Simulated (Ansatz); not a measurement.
A 2-atom cell of LiF (Fm-3m) from a materials database, relaxed with r2SCAN. Space group Fm-3m (No. 225), cubic; conventional cell a = 3.990 Å, 7.94 Å³ an atom. Li has 6 F at 2.00 Å; F has 6 Li at 2.00 Å.

```xyz
2
Lattice="0.0000 1.9951 1.9951 1.9951 0.0000 1.9951 1.9951 1.9951 0.0000" Properties=species:S:1:pos:R:3 pbc="T T T"
Li    0.0000    0.0000    0.0000
F     1.9951    1.9951    1.9951
```

4 runs of Ansatz 0.2.0 on this cell differ in the functional (and in the settings that go with it). Levels are in eV from each run's valence top; v1 is the last filled band, c1 the first empty one.

Run A, mean stress +1.2 GPa (compression positive):

| point | v5 | v3 | v1 | c1 | c2 | c3 |
| --- | --- | --- | --- | --- | --- | --- |
| Γ | -42.88 | 0.00 | 0.00 | 11.67 | 27.10 | 27.10 |
| X | -42.79 | -3.25 | -1.10 | 17.71 | 18.92 | 20.31 |
| U | -42.79 | -2.70 | -0.81 | 17.14 | 17.74 | 21.36 |
| L | -42.81 | -2.74 | -0.26 | 13.30 | 19.75 | 21.68 |
| W | -42.79 | -2.25 | -0.88 | 17.82 | 17.82 | 20.31 |
| K–Γ (0.83) | -42.87 | -0.29 | 0.00 | 11.99 | 24.22 | 25.14 |

Run B, mean stress -1.8 GPa (compression positive):

| point | v5 | v3 | v1 | c1 | c2 | c3 |
| --- | --- | --- | --- | --- | --- | --- |
| Γ | -43.61 | 0.00 | 0.00 | 13.07 | 28.74 | 28.74 |
| X | -43.52 | -3.26 | -1.11 | 19.28 | 20.36 | 21.94 |
| U | -43.52 | -2.71 | -0.82 | 18.66 | 19.30 | 23.02 |
| L | -43.54 | -2.77 | -0.26 | 14.75 | 21.34 | 23.39 |
| W | -43.52 | -2.26 | -0.89 | 19.37 | 19.37 | 21.98 |
| K–Γ (0.83) | -43.60 | -0.29 | 0.00 | 13.39 | 25.85 | 26.88 |

Run C, mean stress -4.7 GPa (compression positive):

| point | v5 | v3 | v1 | c1 | c2 | c3 |
| --- | --- | --- | --- | --- | --- | --- |
| Γ | -39.65 | 0.00 | 0.00 | 9.10 | 23.81 | 23.81 |
| X | -39.55 | -3.23 | -1.07 | 14.69 | 16.19 | 17.50 |
| U | -39.55 | -2.69 | -0.79 | 14.28 | 14.75 | 18.44 |
| L | -39.57 | -2.66 | -0.24 | 10.54 | 16.72 | 18.65 |
| W | -39.55 | -2.24 | -0.84 | 14.88 | 14.88 | 17.28 |
| K–Γ (0.83) | -39.64 | -0.29 | 0.00 | 9.40 | 21.24 | 22.03 |

Run D, mean stress +1.1 GPa (compression positive):

| point | v5 | v3 | v1 | c1 | c2 | c3 |
| --- | --- | --- | --- | --- | --- | --- |
| Γ | -42.88 | 0.00 | 0.00 | 12.43 | 27.89 | 27.89 |
| X | -42.80 | -3.27 | -1.10 | 18.49 | 19.68 | 21.09 |
| U | -42.80 | -2.72 | -0.81 | 17.91 | 18.52 | 22.14 |
| L | -42.81 | -2.76 | -0.26 | 14.06 | 20.52 | 22.47 |
| W | -42.80 | -2.26 | -0.89 | 18.60 | 18.60 | 21.10 |
| K–Γ (0.83) | -42.88 | -0.29 | 0.00 | 12.75 | 25.00 | 25.93 |

Question: Match the runs to LDA, HSE06, PBE0, r2SCAN0.

Answer: A is HSE06, B is r2SCAN0, C is LDA, D is PBE0. In order of the gap: LDA 9.10, HSE06 11.67, PBE0 12.43, r2SCAN0 13.07 eV.

The values are computed, spin-unpolarised, and not measurements.

The stress of a hybrid is loosely converged in these runs.

Where an edge lies off the special points, it is a point of the mesh or the k point where a search put PBE's edge or least direct gap, reused for the other functionals, whose own edges may lie a little apart.

The meshes of the hybrids are coarse, so their gaps aren't converged to the digits shown.
